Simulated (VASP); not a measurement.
# GaS (P6_3/mmc) in VASP: settings compared, part 2 of 2

VASP 6.6.1.

## Step 3: Relaxation of cell and atoms, r2SCAN

This run uses another cell than the first one, of 22.43 Å³/atom, 1.040 times its volume.

The input, INCAR:

```
PREC = Accurate
ENCUT = 600
EDIFF = 1E-7
ISMEAR = 0
SIGMA = 0.03
LREAL = False
LASPH = True
NELM = 80
ALGO = Normal
ISIF = 3
LWAVE = False
LCHARG = False
METAGGA = R2SCAN
LMIXTAU = True
IBRION = 2
NSW = 90
EDIFFG = -0.005
KPAR = 2
```

The input, KPOINTS:

```
regular mesh
0
Gamma
  9 9 2
```

The input, POSCAR:

```
GaS                                     
1.0
    3.5937558214     -0.0000000000      0.0000000000
   -1.7968779107      3.1122838363      0.0000000000
    0.0000000000     -0.0000000000     16.0398748970
  Ga              S             
     4     4
Direct
     0.3333333332999970    0.6666666667000030    0.1738420002456976
     0.6666666667000030    0.3333333332999970    0.6738420002456977
     0.3333333332999970    0.6666666667000030    0.3261579997543024
     0.6666666667000030    0.3333333332999970    0.8261579997543023
     0.3333333332999970    0.6666666667000030    0.6072233010977875
     0.6666666667000030    0.3333333332999970    0.1072233010977878
     0.3333333332999970    0.6666666667000030    0.8927766989022125
     0.6666666667000030    0.3333333332999970    0.3927766989022123
```

Potentials or basis: VASP PAW PBE potentials, release 64 (Ga_d, S).

Run with:

```bash
$ cat potpaw_PBE.64/Ga_d/POTCAR potpaw_PBE.64/S/POTCAR > POTCAR
$ mpirun -np 2 vasp_std > vasp.out
```

OUTCAR:

```text
PREC = Accurate
   ENCUT = 600
   EDIFF = 1E-7
   ISMEAR = 0
   LREAL = False
   LASPH = True
   NELM = 80
   ISIF = 3
   METAGGA = R2SCAN
   IBRION = 2
   NSW = 90
   EDIFFG = -0.005

 ion  position               nearest neighbor table
   1  0.333  0.667  0.174-   6 2.33   6 2.33   6 2.33   3 2.44
   2  0.667  0.333  0.674-   5 2.33   5 2.33   5 2.33   4 2.44
   3  0.333  0.667  0.326-   8 2.33   8 2.33   8 2.33   1 2.44
   4  0.667  0.333  0.826-   7 2.33   7 2.33   7 2.33   2 2.44
   5  0.333  0.667  0.607-   2 2.33   2 2.33   2 2.33
   6  0.667  0.333  0.107-   1 2.33   1 2.33   1 2.33
   7  0.333  0.667  0.893-   4 2.33   4 2.33   4 2.33
   8  0.667  0.333  0.393-   3 2.33   3 2.33   3 2.33

  LATTYP: Found a hexagonal cell.
 ALAT       =     3.5937558214
 C/A-ratio  =     4.4632623067

  Lattice vectors:

 A1 = (   3.5937558214,   0.0000000000,   0.0000000000)
 A2 = (  -1.7968779107,   3.1122838363,   0.0000000000)
 A3 = (   0.0000000000,   0.0000000000,  16.0398748970)

Analysis of symmetry for initial positions (statically):
=====================================================================
 Subroutine PRICEL returns:
 Original cell was already a primitive cell.

 Routine SETGRP: Setting up the symmetry group for a
 hexagonal supercell.

 Subroutine GETGRP returns: Found 24 space group operations
 (whereof 12 operations were pure point group operations)
 out of a pool of 24 trial point group operations.

The static configuration has the point symmetry D_3d.
 The point group associated with its full space group is D_6h.

Analysis of symmetry for dynamics (positions and initial velocities):
=====================================================================
 Subroutine PRICEL returns:
 Original cell was already a primitive cell.

 Routine SETGRP: Setting up the symmetry group for a
 hexagonal supercell.

 Subroutine GETGRP returns: Found 24 space group operations
 (whereof 12 operations were pure point group operations)
 out of a pool of 24 trial point group operations.

The dynamic configuration has the point symmetry D_3d.
 The point group associated with its full space group is D_6h.
[... 136 lines left out ...]
   LHFCALC =     F    Hartree Fock is set to
   AEXX    =    0.0000 exact exchange contribution
   IVDW    =     0    specifies the selected vdW correction
   LEPSILON=     F    determine dielectric tensor
   LRPA    =     F    only Hartree local field effects (RPA)
 conjugate gradient relaxation of ions
 non-spin polarized calculation
 Gauss-broadening in eV      SIGMA  =   0.03
  energy-cutoff  :      600.00
  volume of cell :      179.40
 maximum number of plane-waves:      6004
 NGX is ok and might be reduce to    30
   NGX = 15   NGY = 15   NGZ = 65

--------------------------------------- Ionic step        1  -------------------------------------------

 number of electron      75.9999992 magnetization

 Free energy of the ion-electron system (eV)
  ---------------------------------------------------
  ext. energy  EPLUGINS =         0.00000000
  ---------------------------------------------------
  free energy    TOTEN  =       -84.01516495 eV

  energy without entropy =      -84.01516495  energy(sigma->0) =      -84.01516495

------------------------ aborting loop because EDIFF is reached ----------------------------------------

  FORCE on cell =-STRESS in cart. coord.  units (eV):
  Direction    XX          YY          ZZ          XY          YZ          ZX
  --------------------------------------------------------------------------------------
  -------------------------------------------------------------------------------------
  Total       -0.0196126     -0.0196126      0.0427451      0.0000000      0.0000000      0.0000000
  in kB       -0.1751528     -0.1751528      0.3817406      0.0000000      0.0000000      0.0000000
  external PRESSURE =       0.0104783 kB  Pullay stress =       0.0000000 kB
[... 107 lines left out ...]
  FREE ENERGIE OF THE ION-ELECTRON SYSTEM (eV)
  ---------------------------------------------------
  free  energy   TOTEN  =       -84.0151902182 eV

  energy  without entropy=      -84.0151902182  energy(sigma->0) =      -84.01519022

[... ionic steps 4 to 14 ...]

--------------------------------------- Ionic step       15  -------------------------------------------

 number of electron      75.9999989 magnetization

------------------------ aborting loop because EDIFF is reached ----------------------------------------
[... 79 lines left out ...]
--------------------------------------- Ionic step       17  -------------------------------------------

 number of electron      75.9999987 magnetization

 Free energy of the ion-electron system (eV)
  ---------------------------------------------------
  ext. energy  EPLUGINS =         0.00000000
  ---------------------------------------------------
  free energy    TOTEN  =       -84.01541438 eV

  energy without entropy =      -84.01541438  energy(sigma->0) =      -84.01541438

 E-fermi :   3.2558     XC(G=0):  -9.8727

 val. band max:        3.1328300633   @ k =   0.0000   0.0000   0.0000
 cond. band min:       5.2765113993   @ k =   0.4444  -0.0000   0.0000
 fundamental gap:      2.1436813360
 Fermi energy:         3.2557559088

 k-point     1 :       0.0000    0.0000    0.0000
  band No.  band energies     occupation
      1     -12.1368      2.00000
      2     -12.1327      2.00000
      3     -11.9858      2.00000
      4     -11.9858      2.00000
      5     -11.9858      2.00000
      6     -11.9858      2.00000
[... 1176 lines left out ...]
  FREE ENERGIE OF THE ION-ELECTRON SYSTEM (eV)
  ---------------------------------------------------
  free  energy   TOTEN  =       -84.0154143783 eV

  energy  without entropy=      -84.0154143783  energy(sigma->0) =      -84.01541438

 reached required accuracy - stopping structural energy minimisation
```

CONTCAR:

```text
GaS
   1.00000000000000
     3.5932632436938907    0.0000000000000001    0.0000000000000000
    -1.7966316218469454    3.1118572514931842    0.0000000000000000
     0.0000000000000000    0.0000000000000000   16.1128331245927043
  Ga              S
     4     4
Direct
     0.3333333332999970    0.6666666667000030    0.1741819238203074
     0.6666666667000030    0.3333333332999970    0.6741819238203074
     0.3333333332999970    0.6666666667000030    0.3258180761796927
     0.6666666667000030    0.3333333332999970    0.8258180761796926
     0.3333333332999970    0.6666666667000030    0.6078435225240939
     0.6666666667000030    0.3333333332999970    0.1078435225240936
     0.3333333332999970    0.6666666667000030    0.8921564774759061
     0.6666666667000030    0.3333333332999970    0.3921564774759065

  0.00000000E+00  0.00000000E+00  0.00000000E+00
  0.00000000E+00  0.00000000E+00  0.00000000E+00
  0.00000000E+00  0.00000000E+00  0.00000000E+00
  0.00000000E+00  0.00000000E+00  0.00000000E+00
  0.00000000E+00  0.00000000E+00  0.00000000E+00
  0.00000000E+00  0.00000000E+00  0.00000000E+00
  0.00000000E+00  0.00000000E+00  0.00000000E+00
  0.00000000E+00  0.00000000E+00  0.00000000E+00
```

Run time: 64 min. Hardware: 2 MPI ranks of Intel Xeon 6975P-C (Granite Rapids), shared host; peak memory 0.5 GiB.

What came out:

```yaml
Free_energy: -84.0154 eV
Relaxed_volume: 22.52 Å³/atom
Relaxed_cell: a = 3.593 Å, b = 3.593 Å, c = 16.113 Å, α = 90.00°, β = 90.00°, γ = 120.00°
Space_group_after_relaxing_to_0.05_Å: P6_3/mmc (No. 194)
Energy_gained_by_relaxing: 0.0 meV/atom
Ionic_steps: 17
Pressure_after_relaxing: 0.0 GPa
Band_gap_on_the_k_mesh: 2.14 eV, indirect (least direct gap 2.36 eV)
```

Step by step:
| step | energy change (eV) | largest force (eV/Å) | pressure (GPa) | volume (Å³) |
| --- | --- | --- | --- | --- |
| 1 | 0.0000 | 0.0055 | 0.00 | 179.40 |
| 2 | 0.0000 | 0.0062 | 0.01 | 179.41 |
| 3 | 0.0000 | 0.0068 | 0.01 | 179.41 |
| 4 | 0.0000 | 0.0095 | 0.01 | 179.41 |
| 5 | 0.0000 | 0.0072 | 0.01 | 179.44 |
| 6 | -0.0001 | 0.0102 | -0.01 | 179.52 |
| 7 | 0.0000 | 0.0207 | -0.04 | 179.68 |
| 8 | -0.0001 | 0.0153 | -0.03 | 179.60 |
| 9 | -0.0001 | 0.0151 | -0.02 | 179.60 |
| 10 | -0.0001 | 0.0146 | -0.02 | 179.63 |
| 11 | -0.0001 | 0.0135 | -0.01 | 179.67 |
| 12 | -0.0002 | 0.0115 | 0.02 | 179.76 |
| 13 | -0.0002 | 0.0152 | 0.07 | 179.95 |
| 14 | -0.0002 | 0.0119 | 0.03 | 179.81 |
| 15 | -0.0002 | 0.0069 | 0.02 | 179.89 |
| 16 | -0.0003 | 0.0067 | 0.02 | 180.08 |
| 17 | -0.0002 | 0.0018 | -0.01 | 180.17 |

Final structure:
```cif
data_structure
_symmetry_space_group_name_H-M 'P 1'
_symmetry_Int_Tables_number 1
_cell_length_a 3.5933
_cell_length_b 3.5933
_cell_length_c 16.1128
_cell_angle_alpha 90.000
_cell_angle_beta 90.000
_cell_angle_gamma 120.000
_cell_volume 180.17
loop_
_atom_site_label
_atom_site_type_symbol
_atom_site_fract_x
_atom_site_fract_y
_atom_site_fract_z
_atom_site_occupancy
Ga1 Ga 0.33333 0.66667 0.17418 1
Ga2 Ga 0.66667 0.33333 0.67418 1
Ga3 Ga 0.33333 0.66667 0.32582 1
Ga4 Ga 0.66667 0.33333 0.82582 1
S1 S 0.33333 0.66667 0.60784 1
S2 S 0.66667 0.33333 0.10784 1
S3 S 0.33333 0.66667 0.89216 1
S4 S 0.66667 0.33333 0.39216 1
```

Levels at points of the mesh, in eV from the valence-band top:
```tsv
k point	band 36	band 37	band 38	band 39	band 40	band 41
(0.00, 0.00, 0.00)	-1.37	-1.08	0.00	2.36	2.87	3.54
(0.00, 0.00, 0.50)	-1.39	-0.53	-0.53	2.65	2.65	3.59
```

Caveat: the PAW data sets were made with another functional, which shifts forces and pressure a little; an odd mesh through Γ misses points on the zone boundary, where band edges often lie. Zero-point motion and thermal expansion aren't in these numbers.

## Step 4: Relaxation of cell and atoms, LDA

The input, INCAR:

```
SYSTEM = GaS
PREC = Accurate
ENCUT = 600
EDIFF = 1E-6
ISMEAR = 0
SIGMA = 0.03
LREAL = .False.
LASPH = .True.
NELM = 80
ALGO = Normal
ISIF = 3
LWAVE = .False.
LCHARG = .False.
GGA = CA
IBRION = 2
NSW = 90
EDIFFG = -0.01
KPAR = 2
```

The input, KPOINTS:

```
Automatic mesh
0
Gamma
  9 9 2
  0 0 0
```

The input, POSCAR:

```
GaS
1.0
    3.5850000000      0.0000000000      0.0000000000
   -1.7925000000      3.1047010726      0.0000000000
    0.0000000000      0.0000000000     15.5000000000
Ga S
4 4
Direct
    0.3333333333      0.6666666667      0.1700000000
    0.6666666667      0.3333333333      0.6700000000
    0.3333333333      0.6666666667      0.3300000000
    0.6666666667      0.3333333333      0.8300000000
    0.3333333333      0.6666666667      0.6000000000
    0.6666666667      0.3333333333      0.1000000000
    0.3333333333      0.6666666667      0.9000000000
    0.6666666667      0.3333333333      0.4000000000
```

Potentials or basis: VASP PAW LDA potentials, release 64 (Ga_d, S).

Run with:

```bash
$ cat potpaw_LDA.64/Ga_d/POTCAR potpaw_LDA.64/S/POTCAR > POTCAR
$ mpirun -np 2 vasp_std > vasp.out
```

Run time: 11 min. Hardware: 2 MPI ranks of Intel Xeon Platinum 8488C (Sapphire Rapids), shared host; peak memory 0.37 GiB.

Results (log left out):

* Free energy: -38.3711 eV
* Relaxed volume: 20.65 Å³/atom
* Relaxed cell: a = 3.536 Å, b = 3.536 Å, c = 15.256 Å, α = 90.00°, β = 90.00°, γ = 120.00°
* Space group after relaxing (to 0.05 Å): P6_3/mmc (No. 194)
* Energy gained by relaxing: 9.6 meV/atom
* Ionic steps: 10
* Pressure after relaxing: 0.0 GPa
* Largest force after relaxing: 0.006 eV/Å
* Band gap on the k mesh: 1.40 eV, indirect (least direct gap 1.72 eV)

Forces in eV/Å, atoms in the order of the input:
```
Ga   0.000  0.000  0.005
Ga   0.000  0.000  0.005
Ga   0.000  0.000 -0.005
Ga   0.000  0.000 -0.005
S    0.000  0.000 -0.006
S    0.000  0.000 -0.006
S    0.000  0.000  0.006
S    0.000  0.000  0.006
```

The path:
```tsv
step	energy change (eV)	largest force (eV/Å)	pressure (GPa)	volume (Å³)
1	0.0000	0.2448	-2.89	172.52
2	-0.0587	0.2687	1.52	162.99
3	-0.0713	0.2374	0.06	165.69
4	-0.0760	0.0698	0.04	165.22
5	-0.0764	0.0279	0.02	165.33
6	-0.0767	0.0081	-0.08	165.39
7	-0.0767	0.0021	-0.09	165.41
8	-0.0768	0.0077	0.06	165.16
9	-0.0768	0.0046	-0.09	165.24
10	-0.0768	0.0061	0.04	165.20
```

Final structure:
```
CELL_PARAMETERS angstrom
3.53602 0.00000 0.00000
-1.76801 3.06228 0.00000
0.00000 0.00000 15.25629
ATOMIC_POSITIONS crystal
Ga 0.33333 0.66667 0.17096
Ga 0.66667 0.33333 0.67096
Ga 0.33333 0.66667 0.32904
Ga 0.66667 0.33333 0.82904
S 0.33333 0.66667 0.60018
S 0.66667 0.33333 0.10018
S 0.33333 0.66667 0.89982
S 0.66667 0.33333 0.39982
```

Levels at points of the mesh, in eV from the valence-band top:
```csv
k point,band 34,band 35,band 36,band 37,band 38,band 39,band 40,band 41,band 42,band 43
"(0.00, 0.00, 0.00)",-1.52,-1.52,-1.42,-1.42,0.00,1.72,2.42,2.81,3.05,4.55
"(0.00, 0.00, 0.50)",-1.45,-1.45,-1.45,-0.80,-0.80,2.17,2.17,2.91,2.91,4.61
```

Caveat: an odd mesh through Γ misses points on the zone boundary, where band edges often lie.

## Step 5: Relaxation of cell and atoms, LDA

This run uses another cell than the first one, of 20.65 Å³/atom, 0.958 times its volume.

INCAR, as its differences from that of step 4:

```diff
@@ -3,3 +3,3 @@
 ENCUT = 600
-EDIFF = 1E-6
+EDIFF = 1E-7
 ISMEAR = 0
@@ -16,3 +16,3 @@
 NSW = 90
-EDIFFG = -0.01
+EDIFFG = -0.005
 KPAR = 2
```

KPOINTS is that of step 4.

The input, POSCAR:

```
GaS                                     
1.0
    3.5360175549      0.0000000000     -0.0000000000
   -1.7680087774      3.0622810308      0.0000000000
    0.0000000000     -0.0000000000     15.2562939353
  Ga              S             
     4     4
Direct
     0.3333333332999970    0.6666666667000030    0.1709583375294505
     0.6666666667000030    0.3333333332999970    0.6709583375294504
     0.3333333332999970    0.6666666667000030    0.3290416624705496
     0.6666666667000030    0.3333333332999970    0.8290416624705496
     0.3333333332999970    0.6666666667000030    0.6001754059841283
     0.6666666667000030    0.3333333332999970    0.1001754059841284
     0.3333333332999970    0.6666666667000030    0.8998245940158717
     0.6666666667000030    0.3333333332999970    0.3998245940158716
```

Run with:

```bash
$ cat potpaw_LDA.64/Ga_d/POTCAR potpaw_LDA.64/S/POTCAR > POTCAR
$ mpirun -np 2 vasp_std > vasp.out
```

Wall time 2.9 min (2 MPI ranks of Intel Xeon Platinum 8488C (Sapphire Rapids), shared host); peak memory 0.33 GiB.

The run converged. Its results:

- Free energy: -38.3698 eV
- Relaxed volume: 20.65 Å³/atom
- Relaxed cell: a = 3.536 Å, b = 3.536 Å, c = 15.253 Å, α = 90.00°, β = 90.00°, γ = 120.00°
- Space group after relaxing (to 0.05 Å): P6_3/mmc (No. 194)
- Energy gained by relaxing: 0.0 meV/atom
- Ionic steps: 3
- Pressure after relaxing: 0.0 GPa
- Largest force after relaxing: 0.004 eV/Å
- Band gap on the k mesh: 1.40 eV, indirect (least direct gap 1.72 eV)

Forces on the atoms (eV/Å):
```
Ga   0.000  0.000 -0.004
Ga   0.000  0.000 -0.004
Ga   0.000  0.000  0.004
Ga   0.000  0.000  0.004
S    0.000  0.000 -0.003
S    0.000  0.000 -0.003
S    0.000  0.000  0.003
S    0.000  0.000  0.003
```

Final structure:
```
Ga S
1.0
     3.53619    0.00000    0.00000
    -1.76810    3.06243    0.00000
     0.00000    0.00000   15.25280
Ga S
4 4
Cartesian
  0.0000 2.0416 2.6078
  1.7681 1.0208 10.2342
  0.0000 2.0416 5.0186
  1.7681 1.0208 12.6450
  0.0000 2.0416 9.1541
  1.7681 1.0208 1.5277
  0.0000 2.0416 13.7251
  1.7681 1.0208 6.0987
```

Levels at points of the mesh, in eV from the valence-band top:
```csv
k point,band 35,band 36,band 37,band 38,band 39,band 40,band 41,band 42
"(0.00, 0.00, 0.00)",-1.52,-1.42,-1.42,0.00,1.72,2.42,2.80,3.05
"(0.00, 0.00, 0.50)",-1.45,-1.45,-0.80,-0.80,2.17,2.17,2.91,2.91
```

Caveat: an odd mesh through Γ misses points on the zone boundary, where band edges often lie. Expect the measured gap to be larger: semilocal functionals such as LDA lack the derivative discontinuity.
